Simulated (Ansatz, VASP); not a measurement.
**One calculation of As, two programs**

```
As
1.0
     4.12152    0.00000    0.00000
    -2.06076    3.56935    0.00000
     0.00000    0.00000   10.08010
As
6
Direct
  0.00000 0.00000 0.50000
  0.00000 0.00000 0.00000
  0.66667 0.33333 0.36789
  0.33333 0.66667 0.63211
  0.33333 0.66667 0.86789
  0.66667 0.33333 0.13211
```

Alike in both runs: functional PBE; k mesh 12 × 12 × 4; occupations gaussian, width 0.1 eV; no spin polarisation.

Ansatz relaxed the structure, and its values are those at the end. VASP's run is a single point on that final structure, the one shown.

|  | VASP | Ansatz |
| --- | --- | --- |
| version | VASP 6.6.1 | Ansatz 0.2.0 |
| potentials or method | VASP PAW PBE potentials, release 64 (As) | scalar-relativistic, plane waves, PAW |
| plane-wave cutoff (eV) | 520 | 420 |
| valence electrons in the cell | 30 | 90 |

|  | VASP | Ansatz | Ansatz less VASP |
| --- | --- | --- | --- |
| gap on the k mesh at the Fermi level (eV) | none | none | - |
| pressure (GPa) | 0.2 | 0.0 | -0.16 |
| rms of the force components (eV/Å) | 0.020 | 0.002 | -0.0180 |

A gap of «none» marks a metal or a gap that the smearing closes. The functional is the same, so the differences come from potentials, cutoffs and numerics. The two sets of potentials don't hold the same shells in valence.
